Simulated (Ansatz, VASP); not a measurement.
## Two plane-wave programs on TiB2

The input INCAR:

```
PREC = Accurate
ENCUT = 520
EDIFF = 1E-6
ISMEAR = -1
SIGMA = 0.05
LREAL = F
LASPH = T
NELM = 100
ALGO = Normal
ISIF = 2
LWAVE = F
LCHARG = T
LELF = T
LVHAR = T
NBANDS = 16
```

KPOINTS

```
regular mesh
0
Gamma
  10 10 8
```

Contents of POSCAR:

```
TiB2
1.0
    3.0886111617      0.0000000000      0.0000000000
   -1.5443055808      2.6748157284      0.0000000000
    0.0000000000      0.0000000000      3.2917180359
Ti B
1 2
Direct
    0.0000000000      0.0000000000      0.0000000000
    0.6666666667      0.3333333333      0.5000000000
    0.3333333333      0.6666666667      0.5000000000
```

File input.yaml:

```yaml
crystal:
  lattice:
    - [3.0886111617, 0.0, 0.0]
    - [-1.5443055808, 2.6748157284, 0.0]
    - [0.0, 0.0, 3.2917180359]
  atoms:
    - { symbol: Ti, position: [0.0, 0.0, 0.0] }
    - { symbol: B, position: [0.6666666667, 0.3333333333, 0.5] }
    - { symbol: B, position: [0.3333333333, 0.6666666667, 0.5] }
hamiltonian:
  xc: lda
  pseudopotentials: { kind: paw }
kpoints:
  mp_grid: { grid: [10, 10, 8] }
scf:
  occupations: { method: fermi_dirac, width: 0.05 }
output:
  forces: true
  stress: true
  eigenvalues: true
```

Alike in both runs: task single point; functional LDA; k mesh 10 × 10 × 8; occupations fermi-dirac, width 0.05 eV; no spin polarisation.

```csv
,VASP,Ansatz
version,VASP 6.6.1,Ansatz 0.2.0
potentials or method,"VASP PAW LDA potentials, release 64 (Ti_sv, B)",Ansatz PAW
plane-wave cutoff (eV),520,420
valence electrons in the cell,18,18
```

Ansatz gave:

| Quantity | Value |
| --- | --- |
| gap on the k mesh at the Fermi level (eV) | none |
| pressure (GPa) | -23.4 |
| largest component of the traceless stress (GPa) | 1.28 |

Task: What did VASP give for the same quantities?

Result: gap on the k mesh at the Fermi level (eV): none; pressure (GPa): -23.0; largest component of the traceless stress (GPa): 1.28.

A gap of «none» marks a metal or a gap that the smearing closes.

Caveats: so large a pressure means that the cell lies far from this level's equilibrium, or that cutoff or potentials fall short (VASP); the PAW data sets come from PBE, with cores solved anew for the run's functional, which leaves a small shift of forces and pressure (Ansatz).
